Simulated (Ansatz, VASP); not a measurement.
# MgO in VASP and in Ansatz

File INCAR:

```
SYSTEM = MgO
PREC = Accurate ; ENCUT = 520
EDIFF = 1E-6 ; ISMEAR = 0
SIGMA = 0.05 ; LREAL = .FALSE.
LASPH = .TRUE. ; NELM = 80
ALGO = Normal ; ISIF = 2
LWAVE = .FALSE. ; LCHARG = .TRUE.
GGA = PS ; LELF = .TRUE.
LVHAR = .TRUE. ; NBANDS = 11
```

File KPOINTS:

```
regular mesh
0
G
  10 10 10
  0 0 0
```

Contents of POSCAR:

```
MgO
1.0
    0.0000000000      2.1644022651      2.0778261745
    2.1644022651      0.0000000000      2.0778261745
    2.1644022651      2.1644022651      0.0000000000
Mg O
1 1
Direct
    0.0000000000      0.0000000000      0.0000000000
    0.5000000000      0.5000000000      0.5000000000
```

Input for Ansatz:

```yaml
crystal:
  lattice:
    - [0.0, 2.1644022651, 2.0778261745]
    - [2.1644022651, 0.0, 2.0778261745]
    - [2.1644022651, 2.1644022651, 0.0]
  atoms:
    - { symbol: Mg, position: [0.0, 0.0, 0.0] }
    - { symbol: O, position: [0.5, 0.5, 0.5] }
basis:
  ecutwfc: 420
kpoints:
  mp_grid: { grid: [10, 10, 10] }
hamiltonian:
  xc: pbesol
scf:
  occupations: { method: gaussian, width: 0.05 }
output:
  forces: true
  stress: true
  eigenvalues: true
```

Alike in both runs: task single point; functional PBEsol; k mesh 10 × 10 × 10; occupations gaussian, width 0.05 eV; no spin polarisation.

|  | VASP | Ansatz |
| --- | --- | --- |
| version | VASP 6.6.1 | Ansatz 0.2.0 |
| potentials or method | VASP PAW PBE potentials, release 64 (Mg, O) | scalar-relativistic, plane waves, PAW |
| plane-wave cutoff (eV) | 520 | 420 |
| valence electrons in the cell | 8 | 16 |

```csv
,VASP,Ansatz,Ansatz less VASP
gap on the k mesh at the Fermi level (eV),4.21,4.21,+0.003
least direct gap on the mesh (eV),4.21,4.21,+0.003
pressure (GPa),-5.8,-5.3,+0.56
largest component of the traceless stress (GPa),4.75,4.73,-0.018
```

The functional is the same, so the differences come from potentials, cutoffs and numerics. The two sets of potentials don't hold the same shells in valence.

Caveats: the PAW data sets were made with another functional, which shifts forces and pressure a little (VASP). Expect the measured gap to be larger: semilocal functionals such as PBEsol lack the derivative discontinuity.
